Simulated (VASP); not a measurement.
Input of a VASP 6.6.1 run:

File INCAR:

```
ALGO = Normal ; EDIFF = 1E-6
EDIFFG = -0.01 ; ENCUT = 600
IBRION = 2 ; ISIF = 3
ISMEAR = 1 ; LASPH = True
LCHARG = False ; LREAL = False
LWAVE = False ; NELM = 80
NSW = 90 ; PREC = Accurate
SIGMA = 0.1
```

File KPOINTS:

```
k-points
0
Gamma
  15 15 8
```

File POSCAR:

```
Re
1.0
    2.7608000000      0.0000000000      0.0000000000
   -1.3804000000      2.3909229348      0.0000000000
    0.0000000000      0.0000000000      4.4582000000
Re
2
Direct
    0.3333333333      0.6666666667      0.2500000000
    0.6666666667      0.3333333333      0.7500000000
```

Potentials or basis: VASP PAW LDA potentials, release 64 (Re).

The run is started by

```sh
$ cat potpaw_LDA.64/Re/POTCAR > POTCAR
$ mpirun -np 1 vasp_std > vasp.out
```

Question: What does it give for the space group after relaxing (to 0.05 Å)?

Answer: P6_3/mmc (No. 194).

Question: What does it give for the band gap on the k mesh?

Answer: None (metal or under the smearing width).

Question: Estimate the relaxed volume.

Answer: 14.39 Å³/atom.

Question: What does it give for the relaxed cell?

Answer: a = 2.738 Å, b = 2.738 Å, c = 4.432 Å, α = 90.00°, β = 90.00°, γ = 120.00°.

Step by step:
| step | energy change (eV) | largest force (eV/Å) | pressure (GPa) | volume (Å³) |
| --- | --- | --- | --- | --- |
| 1 | 0.0000 | 0.0000 | -8.66 | 29.43 |
| 2 | 0.3483 | 0.0000 | 48.61 | 26.17 |
| 3 | -0.0176 | 0.0000 | -0.38 | 28.82 |
| 4 | -0.0177 | 0.0000 | -0.07 | 28.79 |
| 5 | -0.0177 | 0.0000 | 0.12 | 28.78 |
| 6 | -0.0177 | 0.0000 | 0.10 | 28.78 |
| 7 | -0.0178 | 0.0000 | 0.10 | 28.78 |

The run has no spin-orbit coupling, so splittings on Re are missing. LDA usually gives volumes a few per cent too small.
